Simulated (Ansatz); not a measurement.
## Ionic part of the dielectric constant of AlP at 40 GPa, mode by mode

These are results of DFT PBEsol, scalar-relativistic, plane waves, PAW in Ansatz 0.2.0, not measurements. Plane waves to 420 eV; Γ-centred k mesh 10×10×10; fixed occupations. No spin polarisation. Phonons by linear response, acoustic sum rule imposed.

It takes space group F-43m (No. 216, cubic). The conventional cell has a = 5.002 Å, b = 5.002 Å, c = 5.002 Å, α = 90.00°, β = 90.00°, γ = 90.00°. Al (site symmetry -43m) has 4 P at 2.17 Å as nearest neighbours. P (site symmetry -43m) has 4 Al at 2.17 Å as nearest neighbours.

Other phases may be more stable at this pressure. The bands were filled as in an insulator; under compression the gap may have closed between mesh points.

The primitive cell has V = 31.28 Å³ and ε∞,yy = 8.565. Each polar mode adds Δε = (4.92064×10⁷/V)·S/ν² along y, with S its oscillator strength in e²/amu, ν in cm⁻¹ and V in Å³.

Q: From these modes, find each Δε and ε0,yy.
```json
{"ν (cm⁻¹)": "593.9", "S_yy (e²/amu)": "0.3013"}
```

A:
```json
{"ν (cm⁻¹)": "593.9", "Δε": "1.34"}
```

The sum is 1.344, so ε0,yy = 9.91; the run's tensor has 9.91.

Q: Where do the longitudinal modes lie for a wave vector along y?

A: At 639 cm⁻¹. The Lyddane–Sachs–Teller product Π(ν_LO/ν_TO)² = 1.16 matches ε0/ε∞ = 1.16.

Cost: 1 run of about 0.37 core-minutes, on Intel Xeon Platinum 8488C (Sapphire Rapids) (shared hosts).

The static dielectric response of this compressed zinc-blende AlP is mainly electronic: the lattice adds only 1.34 to an ε∞ of 8.565. The bonding is largely covalent sp³ with moderate polarity, so the dynamical charges are modest while the short tetrahedral bonds resist relative displacement of the two sublattices. The light atoms help raise the mode frequency but don't themselves limit the ionic term, because the reduced mass cancels between S and ν². What remains is the squared effective charge against the restoring force constant and the cell volume. Cubic symmetry makes the result for y hold for every direction.

The rise from 593.9 to 639 cm⁻¹ comes from the macroscopic field of the longitudinal mode, which the valence electrons screen strongly. A semilocal functional usually gives too small a gap, so ε∞ is probably somewhat too high and the splitting correspondingly underestimated. The Lyddane–Sachs–Teller match shows internal consistency, not accuracy, and a real polar mode at Γ doesn't establish dynamical stability across the zone.
